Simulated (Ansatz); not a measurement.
How the vibrations of MnS change with volume

Level of theory: DFT PBEsol, scalar-relativistic, plane waves, PAW in Ansatz. Plane waves to 420 eV; Γ-centred k mesh 14×14×14; Gaussian smearing of 0.20 eV. Collinear spin, site moments 3.9, 0.1 μB. Phonons by linear response, acoustic sum rule imposed.

The cell, relaxed at this level:
```cif
data_structure
_symmetry_space_group_name_H-M 'F-43m'
_symmetry_Int_Tables_number 216
_cell_length_a 5.4589
_cell_length_b 5.4589
_cell_length_c 5.4589
_cell_angle_alpha 90.000
_cell_angle_beta 90.000
_cell_angle_gamma 90.000
_cell_volume 162.67
loop_
_atom_site_label
_atom_site_type_symbol
_atom_site_symmetry_multiplicity
_atom_site_Wyckoff_symbol
_atom_site_fract_x
_atom_site_fract_y
_atom_site_fract_z
_atom_site_occupancy
Mn1 Mn 4 a 0.00000 0.00000 0.00000 1
S1 S 4 c 0.25000 0.25000 0.25000 1
```

In a metal, frequencies depend on the k mesh and the smearing, soft modes most. A semilocal functional can close a gap that the real compound has.

Cells at 0.98 and 1.02 times the equilibrium volume were relaxed in shape and atoms; γ = −d ln ν / d ln V, modes matched by rank.

Task: Give the optical frequencies at Γ (cm⁻¹) at the three volumes and the mode Grüneisen parameters.

Result:
| 0.98 V | V | 1.02 V | γ | degeneracy |
| --- | --- | --- | --- | --- |
| 298 | 290 | 282 | 1.38 | 3 |

Task: What pressures hold the two strained cells, and what bulk modulus follows?

Result: 0.55 GPa at 0.98 V and -0.57 GPa at 1.02 V, so B = −dP/d ln V ≈ 28 GPa.

This zinc-blende form isn't the usual stable structure of the compound.